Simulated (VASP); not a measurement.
Crystal: AgCl.

```
Ag Cl
1.0
     0.00000    2.77315    2.77315
     2.77315    0.00000    2.77315
     2.77315    2.77315    0.00000
Ag Cl
1 1
Direct
  0.50000 0.50000 0.50000
  0.00000 0.00000 0.00000
```

* Program: VASP 6.6.1
* Task: relaxation of cell and atoms
* Functional: PBEsol
* Potentials or basis: VASP PAW PBE potentials, release 64 (Ag, Cl)
* Cutoff: 600 eV
* k mesh: 8 × 8 × 8
* Occupations: gaussian, width 0.02 eV
* Spin: no spin polarisation

At the start: pressure -2.7 GPa; volume 21.33 Å³/atom.

Problem. Where does the relaxation end?

Solution. Over 3 steps the energy falls by 10.2 meV/atom and the volume is 20.19 Å³/atom (-5.3 %); space group Fm-3m (No. 225, to 0.05 Å).

Step by step:
```tsv
step	energy change (eV)	largest force (eV/Å)	pressure (GPa)	volume (Å³)
1	0.0000	0.0000	-2.70	42.65
2	-0.0203	0.0000	-0.13	40.47
3	-0.0204	0.0000	-0.01	40.38
```

Final structure:
```
Ag Cl
1.0
     0.00000    2.72297    2.72297
     2.72297    0.00000    2.72297
     2.72297    2.72297    0.00000
Ag Cl
1 1
Direct
  0.50000 0.50000 0.50000
  0.00000 0.00000 0.00000
```

Caveat: the PAW data sets were made with another functional, which shifts forces and pressure a little.
